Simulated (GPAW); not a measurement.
# The basis that the transmission of a K chain with a Li atom bridging one bond needs

Wanted: the zero-bias transmission of a K chain with a Li atom bridging one bond on a ladder of levels, with run times.

Main program and level: GPAW 26.7.0; GPAW LCAO, PAW setups; Landauer transmission from Green's functions with principal layers (ASE), zero bias.

### Step 1. The starting structure

The cell holds 11 atoms: 10 K and 1 Li. Its edges and angles: a = 9.000 Å, b = 9.000 Å, c = 41.200 Å, α = 90.0°, β = 90.0°, γ = 90.0°. Regions: left lead, 5 atoms (5 K); channel, 1 atom (1 Li); right lead, 5 atoms (5 K). Vacuum lies along a and b. The structure is stacked along c, and the current runs across the ab planes.

### Step 2. GPAW, dzp

Localised orbitals split the wire into layers that couple to their neighbours alone, which is what the Green's function method needs; double zeta with polarisation is the usual level for numbers.

File run.py:

```python
import json
import numpy as np
from ase import Atoms
from ase.transport.calculators import TransportCalculator
from gpaw import GPAW, FermiDirac
from gpaw.lcao.tools import get_lcao_hamiltonian
from scipy.linalg import eigh

# The junction with lead layers at both ends, along the third cell vector
device = Atoms(
    ['K', 'K', 'K', 'K', 'K', 'Li', 'K', 'K', 'K', 'K', 'K'],
    positions=[
        [4.50000, 4.50000, 2.05000],
        [4.50000, 4.50000, 6.15000],
        [4.50000, 4.50000, 10.25000],
        [4.50000, 4.50000, 14.35000],
        [4.50000, 4.50000, 18.45000],
        [7.27521, 4.50000, 20.60000],
        [4.50000, 4.50000, 22.75000],
        [4.50000, 4.50000, 26.85000],
        [4.50000, 4.50000, 30.95000],
        [4.50000, 4.50000, 35.05000],
        [4.50000, 4.50000, 39.15000]],
    cell=[[9.0, 0.0, 0.0], [0.0, 9.0, 0.0], [0.0, 0.0, 41.2]],
    pbc=True)

# One principal layer of the lead: the first 3 atoms of the device
lead = Atoms(
    ['K', 'K', 'K'],
    positions=[
        [4.50000, 4.50000, 2.05000],
        [4.50000, 4.50000, 6.15000],
        [4.50000, 4.50000, 10.25000]],
    cell=[[9.0, 0.0, 0.0], [0.0, 9.0, 0.0], [0.0, 0.0, 12.3]],
    pbc=True)

settings = dict(mode='lcao', basis='dzp', xc='PBE', h=0.2,
                occupations=FermiDirac(0.1), maxiter=250,
                mixer=dict(beta=0.1, nmaxold=8, weight=100.0),
                convergence=dict(density=0.0001))
energies = np.arange(-2, 2 + 1e-9, 0.05)
eta = 0.0001
n1, n2 = 1, 1
# k and -k transmit alike, so half of the mesh across the current serves
mesh = [(i, j) for i in range(n1) for j in range(n2) if (i, j) <= (-i % n1, -j % n2)]
weights = np.array([1 if (i, j) == (-i % n1, -j % n2) else 2 for i, j in mesh]) / (n1 * n2)

# [... helper functions left out ...]
fermi_lead = ground_state(lead, (1, 1, 9), 'lead.txt')
fermi_device = ground_state(device, (1, 1, 2), 'device.txt')
# [... loop over the mesh left out, but for ...]
        # Shift the lead onto the potential of the device's first layer
        shift = ((H[:, 0, 0] - H0[:, 0, 0]) / S0[0, 0]).real.mean()
# [...]
kT = 8.617333e-5 * 77
bias = [0.1, 0.2, 0.5, 1.0, 1.5, 2.0]
# [... integrals and printing left out ...]
```

Run with:

```
> OMP_NUM_THREADS=1 OPENBLAS_NUM_THREADS=1 python run.py
```

What it wrote:

```text
basis functions: device 195, principal layer 57
Fermi level: lead -1.7160 eV, device -1.6334 eV; lead shifted by -0.0027 eV
largest coupling past the next layer 3.36e-07 eV, largest misfit of the first layer 0.021 eV
  E-E_F (eV)   T (one spin)  [channel counts left out]
    -2.000    4.9803e-11
    -1.950    4.9477e-11
    -1.900    4.9140e-11
    -1.850    4.8791e-11
    -1.800    4.8429e-11
    -1.750    4.8048e-11
    -1.700    4.7644e-11
    -1.650    4.7208e-11
    -1.600    4.6725e-11
    -1.550    4.6169e-11
    -1.500    4.5494e-11
    -1.450    4.4599e-11
    -1.400    4.3237e-11
    -1.350    4.0611e-11
    -1.300    3.2078e-11
    -1.250    1.1010e-10
[...]
1.650    8.2852e-01
     1.700    9.6493e-01
     1.750    9.6200e-01
     1.800    9.1093e-01
     1.850    8.9222e-01
     1.900    1.1158e+00
     1.950    1.6548e+00
     2.000    1.9441e+00
conductance at 77 K: 0.83065 G0 a cell; thermopower 0.2347 uV/K
current from the zero-bias T(E) at 0.1 V: 6.4314 uA
current from the zero-bias T(E) at 0.2 V: 12.839 uA
current from the zero-bias T(E) at 0.5 V: 31.657 uA
current from the zero-bias T(E) at 1.0 V: 59.731 uA
current from the zero-bias T(E) at 1.5 V: 70.481 uA
current from the zero-bias T(E) at 2.0 V: 75.089 uA
```

The job ended after 67 s (1 thread of Arm Neoverse V2, shared host; peak memory 1.4 GiB).

This step gave:

```
conductance                                    : 0.8306 G₀
largest coupling past the next principal layer : 3.36e-7 eV
largest misfit of the first principal layer    : 0.02085 eV
shift that aligns the lead                     : -0.002711 eV
basis functions of the junction                : 195
basis functions of a principal layer           : 57
transmission at the Fermi level (one spin)     : 0.8309
```

One spin. Transmission, zone mean against energy, zero at the Fermi level:

```tsv
energy (eV)	transmission, zone mean
-2.000	5.0e-11
-1.800	4.8e-11
-1.600	4.7e-11
-1.400	4.3e-11
-1.200	5.8e-11
-1.000	5.1e-11
-0.800	5.7e-11
-0.600	0.288
-0.400	0.739
-0.200	0.821
-0.050	0.835
0.000	0.831
0.200	0.789
0.400	0.697
0.600	0.436
0.800	0.00349
1.000	0.646
1.200	0.951
1.400	0.987
1.450	0.997
1.600	0.324
1.800	0.911
2.000	1.94
```

Not self-consistent under bias; the bias window is split evenly. The current through one cell, from the zero-bias transmission by bias:

```tsv
bias (V)	current through one cell, from the zero-bias transmission (μA)
0.100	6.43
0.200	12.8
0.500	31.7
1.000	59.7
1.500	70.5
2.000	75.1
```

Table of transmission of the three most open eigenchannels by energy, zero at the Fermi level:

```tsv
energy (eV)	channel 1	channel 2	channel 3
-2.00	5.0e-11	0	0
-1.85	4.9e-11	0	0
-1.70	4.8e-11	0	0
-1.60	4.7e-11	0	0
-1.45	4.5e-11	0	0
-1.30	3.2e-11	0	0
-1.15	5.3e-11	0	0
-1.05	5.1e-11	0	0
-0.90	5.2e-11	0	0
-0.75	5.9e-11	0	0
-0.60	0.288	3.2e-11	0
-0.50	0.657	3.3e-11	0
-0.35	0.765	3.1e-11	0
-0.20	0.821	3.0e-11	0
-0.05	0.835	2.8e-11	0
0.00	0.831	2.8e-11	0
0.05	0.824	2.7e-11	0
0.20	0.789	2.5e-11	0
0.35	0.728	2.3e-11	0
0.50	0.603	2.0e-11	0
0.60	0.436	1.7e-11	0
0.75	0.0404	4.4e-12	0
0.90	0.298	2.3e-11	0
1.05	0.757	1.6e-11	0
1.15	0.897	1.1e-11	0
1.30	0.926	3.2e-11	0
1.45	0.997	1.7e-11	0
1.60	0.210	0.114	3.0e-7
1.70	0.750	0.215	6.4e-8
1.85	0.891	0.00134	2.1e-5
2.00	0.996	0.948	8.0e-6
```

Couplings past the next layer reach 3.4e-7 eV, small enough to drop; the matrix elements of the cell's first layer differ from the bulk lead's by up to 0.021 eV. That layer keeps its own values in the calculation, and only beyond it is the lead taken as perfect. The Fermi levels of lead and junction count from different zeros of potential, one for each periodic cell; with both set to zero, the small remaining shift is what aligns them. By hand: G = 0.8306 × 77.48 μS = 64.4 μS, a resistance of 15.5 kΩ; at 0.1 V a linear junction would pass 6.44 μA, and the integral over the bias window gives 6.43 μA.

### Step 3. Single-zeta polarised basis

The second zeta is dropped, the polarisation orbitals stay.

Edit run.py of step 2 so:

```diff
@@ -36,3 +36,3 @@
 
-settings = dict(mode='lcao', basis='dzp', xc='PBE', h=0.2,
+settings = dict(mode='lcao', basis='szp(dzp)', xc='PBE', h=0.2,
                 occupations=FermiDirac(0.1), maxiter=250,
```

What it wrote:

```text
basis functions: device 114, principal layer 33
Fermi level: lead -1.7071 eV, device -1.6205 eV; lead shifted by -0.0038 eV
largest coupling past the next layer 3.36e-07 eV, largest misfit of the first layer 0.017 eV
  E-E_F (eV)   T (one spin)  [channel counts left out]
    -2.000    5.0248e-12
    -1.950    4.7757e-12
    -1.900    4.5285e-12
    -1.850    4.2824e-12
    -1.800    4.0366e-12
    -1.750    3.7898e-12
    -1.700    3.5403e-12
    -1.650    3.2848e-12
    -1.600    3.0186e-12
    -1.550    2.7328e-12
    -1.500    2.4112e-12
    -1.450    2.0187e-12
    -1.400    1.4687e-12
    -1.350    5.1387e-13
    -1.300    5.8653e-11
    -1.250    7.5047e-12
[...]
1.650    7.3569e-01
     1.700    8.7501e-01
     1.750    9.0687e-01
     1.800    8.9676e-01
     1.850    8.8524e-01
     1.900    1.0060e+00
     1.950    1.5577e+00
     2.000    1.9474e+00
conductance at 77 K: 0.81627 G0 a cell; thermopower 0.2387 uV/K
current from the zero-bias T(E) at 0.1 V: 6.3193 uA
current from the zero-bias T(E) at 0.2 V: 12.611 uA
current from the zero-bias T(E) at 0.5 V: 31.01 uA
current from the zero-bias T(E) at 1.0 V: 57.632 uA
current from the zero-bias T(E) at 1.5 V: 66.674 uA
current from the zero-bias T(E) at 2.0 V: 71.812 uA
```

The job ended after 49 s (1 thread; peak memory 1.3 GiB).

This step gave:

```
conductance                                 : 0.8163 G₀
largest misfit of the first principal layer : 0.01726 eV
shift that aligns the lead                  : -0.003781 eV
basis functions of the junction             : 114
basis functions of a principal layer        : 33
transmission at the Fermi level (one spin)  : 0.8166
```

One spin. Transmission, zone mean against energy, zero at the Fermi level:

```tsv
energy (eV)	transmission, zone mean
-2.00	5.0e-12
-1.85	4.3e-12
-1.70	3.5e-12
-1.60	3.0e-12
-1.45	2.0e-12
-1.30	5.9e-11
-1.15	3.4e-12
-1.05	2.6e-12
-0.90	2.1e-12
-0.75	3.3e-12
-0.60	0.242
-0.50	0.592
-0.35	0.731
-0.20	0.802
-0.05	0.820
0.00	0.817
0.05	0.810
0.20	0.771
0.35	0.698
0.50	0.551
0.60	0.365
0.75	0.0113
0.90	0.339
1.05	0.763
1.15	0.889
1.30	0.979
1.40	0.997
1.45	0.968
1.55	0.980
1.60	0.317
1.70	0.875
1.85	0.885
2.00	1.95
```

Not self-consistent under bias; the bias window is split evenly. Current through one cell, from the zero-bias transmission against bias:

```tsv
bias (V)	current through one cell, from the zero-bias transmission (μA)
0.100	6.32
0.200	12.6
0.500	31.0
1.000	57.6
1.500	66.7
2.000	71.8
```

Transmission of the three most open eigenchannels against energy, zero at the Fermi level:

```tsv
energy (eV)	channel 1	channel 2	channel 3
-2.00	5.0e-12	0	0
-1.90	4.5e-12	0	0
-1.80	4.0e-12	0	0
-1.70	3.5e-12	0	0
-1.55	2.7e-12	0	0
-1.45	2.0e-12	0	0
-1.35	0	0	0
-1.25	7.5e-12	0	0
-1.15	3.4e-12	0	0
-1.05	2.6e-12	0	0
-0.90	2.1e-12	0	0
-0.80	2.1e-12	0	0
-0.70	2.2e-11	2.2e-12	0
-0.60	0.242	1.1e-12	0
-0.50	0.592	0	0
-0.40	0.696	0	0
-0.25	0.785	0	0
-0.15	0.814	0	0
-0.05	0.820	0	0
0.00	0.817	0	0
0.05	0.810	0	0
0.15	0.787	0	0
0.25	0.751	0	0
0.40	0.660	0	0
0.50	0.551	0	0
0.60	0.365	0	0
0.70	0.105	0	0
0.80	0.0211	0	0
0.90	0.339	0	0
1.05	0.763	0	0
1.15	0.889	0	0
1.25	0.957	0	0
1.35	0.993	0	0
1.45	0.968	0	0
1.55	0.980	4.2e-8	1.4e-9
1.70	0.730	0.145	4.9e-8
1.80	0.844	0.0527	1.6e-7
1.90	0.914	0.0919	3.9e-7
2.00	0.995	0.952	4.8e-7
```

The conductance, 0.816 G₀, lies 1.7 % below that of the dzp run.

### Step 4. Minimal basis

One function for each valence shell of the setup, as for a first survey of a large system.

Edit run.py of step 3 so:

```diff
@@ -36,3 +36,3 @@
 
-settings = dict(mode='lcao', basis='szp(dzp)', xc='PBE', h=0.2,
+settings = dict(mode='lcao', basis='sz(dzp)', xc='PBE', h=0.2,
                 occupations=FermiDirac(0.1), maxiter=250,
```

What it wrote:

```text
basis functions: device 81, principal layer 24
Fermi level: lead -1.6762 eV, device -1.5888 eV; lead shifted by -0.0035 eV
largest coupling past the next layer 3.36e-07 eV, largest misfit of the first layer 0.025 eV
  E-E_F (eV)   T (one spin)  [channel counts left out]
    -2.000    1.7136e-16
    -1.950    1.7820e-16
    -1.900    1.8540e-16
[...]
1.950    1.4942e+00
     2.000    1.7904e+00
conductance at 77 K: 0.73676 G0 a cell; thermopower 0.6144 uV/K
current from the zero-bias T(E) at 0.1 V: 5.701 uA
current from the zero-bias T(E) at 0.2 V: 11.363 uA
current from the zero-bias T(E) at 0.5 V: 27.693 uA
current from the zero-bias T(E) at 1.0 V: 49.489 uA
current from the zero-bias T(E) at 1.5 V: 54.237 uA
current from the zero-bias T(E) at 2.0 V: 64.855 uA
```

Run time: 38 s. Hardware: 1 thread; peak memory 1.2 GiB.

Numbers from this step:

* conductance: 0.7368 G₀
* largest misfit of the first principal layer: 0.02518 eV
* shift that aligns the lead: -0.003450 eV
* basis functions of the junction: 81
* basis functions of a principal layer: 24
* transmission at the Fermi level (one spin): 0.7372

One spin. Table of transmission, zone mean by energy, zero at the Fermi level:

energy (eV), transmission, zone mean and a bar:
```
    -2.00       0.00 
    -1.85       0.00 
    -1.70       0.00 
    -1.60       0.00 
    -1.45       0.00 
    -1.30       0.00 
    -1.15       0.00 
    -1.05       0.00 
    -0.90       0.00 
    -0.75       0.00 
    -0.60       0.14 ##
    -0.50       0.50 ########
    -0.35       0.66 ###########
    -0.20       0.74 ############
    -0.10       0.75 #############
    -0.05       0.75 #############
     0.00       0.74 ############
     0.05       0.72 ############
     0.20       0.65 ###########
     0.35       0.53 #########
     0.50       0.32 #####
     0.60       0.12 ##
     0.75       0.10 ##
     0.90       0.68 ###########
     1.05       0.94 ################
     1.15       0.99 #################
     1.20       1.00 #################
     1.30       0.99 #################
     1.45       0.84 ##############
     1.60       1.33 ######################
     1.70       1.02 #################
     1.85       0.99 #################
     2.00       1.79 ##############################
```

The conductance, 0.737 G₀, lies 11 % below that of the dzp run.

### Step 5. RPBE in the dzp basis: xc = "RPBE"

Back in the dzp basis, the functional changes from PBE to RPBE, to set the spread between functionals beside that between bases.

Edit run.py of step 4 so:

```diff
@@ -36,3 +36,3 @@
 
-settings = dict(mode='lcao', basis='sz(dzp)', xc='PBE', h=0.2,
+settings = dict(mode='lcao', basis='dzp', xc='RPBE', h=0.2,
                 occupations=FermiDirac(0.1), maxiter=250,
```

What it wrote:

```text
basis functions: device 195, principal layer 57
Fermi level: lead -1.6193 eV, device -1.5395 eV; lead shifted by -0.0030 eV
largest coupling past the next layer 3.36e-07 eV, largest misfit of the first layer 0.023 eV
  E-E_F (eV)   T (one spin)  [channel counts left out]
    -2.000    4.7483e-11
    -1.950    4.7169e-11
    -1.900    4.6848e-11
[...]
1.950    1.4463e+00
     2.000    1.8577e+00
conductance at 77 K: 0.80517 G0 a cell; thermopower 0.3473 uV/K
current from the zero-bias T(E) at 0.1 V: 6.2336 uA
current from the zero-bias T(E) at 0.2 V: 12.441 uA
current from the zero-bias T(E) at 0.5 V: 30.627 uA
current from the zero-bias T(E) at 1.0 V: 57.403 uA
current from the zero-bias T(E) at 1.5 V: 66.828 uA
current from the zero-bias T(E) at 2.0 V: 71.646 uA
```

The job ended after 68 s (1 thread; peak memory 1.4 GiB).

Numbers from this step:

- conductance: 0.8052 G₀
- largest misfit of the first principal layer: 0.02288 eV
- shift that aligns the lead: -0.002967 eV
- basis functions of the junction: 195
- basis functions of a principal layer: 57
- transmission at the Fermi level (one spin): 0.8055

The conductance, 0.805 G₀, lies 3.1 % below that of the dzp run.

### Step 6. All levels side by side

Times are for 1 thread of Arm Neoverse V2, shared host. The runs compared:

```tsv
no.	run	conductance (G₀)	time	memory (GiB)
1	dzp	0.8306	67 s	1.4
2	szp	0.8163	49 s	1.3
3	sz	0.7368	38 s	1.2
4	dzp RPBE	0.8052	68 s	1.4
```

### Step 7. Comparison

The curves are compared point by point over the common energies.

This step: comparison of transmission and cost over codes and levels (GPAW 26.7.0).

Ladder, by row:

```tsv
step	code	T at the Fermi level (sum over the listed spins)	conductance (G0)	r.m.s. T(E) from the first	wall time (s)	peak memory (GiB)	threads
dzp	GPAW	0.8309	0.8306	0	67.44	1.4	1
szp	GPAW	0.8166	0.8163	0.1263	49.22	1.34	1
sz	GPAW	0.7372	0.7368	0.2202	37.61	1.24	1
dzp-RPBE	GPAW	0.8055	0.8052	0.08671	67.88	1.4	1
```

Table of transmission, zone mean, sum over the listed spins by energy, zero at the Fermi level:

```tsv
energy (eV)	dzp	szp	sz	dzp-RPBE
-2.000	5.0e-11	5.0e-12	0	4.7e-11
-1.800	4.8e-11	4.0e-12	0	4.6e-11
-1.600	4.7e-11	3.0e-12	0	4.5e-11
-1.400	4.3e-11	1.5e-12	0	4.2e-11
-1.200	5.8e-11	4.3e-12	0	5.3e-11
-1.000	5.1e-11	2.4e-12	0	4.8e-11
-0.800	5.7e-11	2.2e-12	2.2e-14	5.2e-11
-0.600	0.288	0.242	0.137	0.217
-0.400	0.739	0.696	0.623	0.716
-0.200	0.821	0.802	0.739	0.801
-0.050	0.835	0.820	0.747	0.811
0.000	0.831	0.817	0.737	0.805
0.200	0.789	0.771	0.652	0.754
0.400	0.697	0.660	0.478	0.651
0.600	0.436	0.365	0.117	0.378
0.800	0.00349	0.0211	0.290	0.0101
1.000	0.646	0.660	0.889	0.657
1.200	0.951	0.928	0.998	0.973
1.400	0.987	0.997	0.922	0.995
1.450	0.997	0.968	0.841	0.994
1.600	0.324	0.317	1.33	0.800
1.800	0.911	0.897	0.954	0.954
2.000	1.94	1.95	1.79	1.86
```

(Continued in part 2 of 2.)

[Logs are printed without paths, hosts, clocks, repeated set-up lines and the standing remarks that a program may print on its own settings, such as how far it seeks lower states.]

[Hosts, paths, dates, database ids (printed as entryN), source tags and the programs' standing remarks are cut or masked in the printed files.]
